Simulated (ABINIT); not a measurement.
Crystal: LiF (Griceite).

```xyz
2
Lattice="0.0000 2.0140 2.0140 2.0140 0.0000 2.0140 2.0140 2.0140 0.0000" Properties=species:S:1:pos:R:3 pbc="T T T"
F     2.0140    2.0140    2.0140
Li    0.0000    0.0000    0.0000
```

Base run:

* Program: ABINIT 10.8.3 (patched build)
* Functional: LDA
* Potentials or basis: JTH PAW LDA v2.0
* Cutoff: 626 eV
* k mesh: 11 × 11 × 11
* Occupations: fermi-dirac, width 0.05 eV
* Spin: no spin polarisation

Its results: band gap on the k mesh 8.81 eV, direct; pressure -6.5 GPa.

Q: The run is repeated on the same cell with these changes: functional from LDA to PBEsol; potentials or basis from JTH PAW LDA v2.0 to PseudoDojo NC SR PBEsol v0.4.1 standard; cutoff from 626 eV to 1143 eV. What comes out?

A: Band gap on the k mesh 8.94 eV, direct; pressure -1.4 GPa.
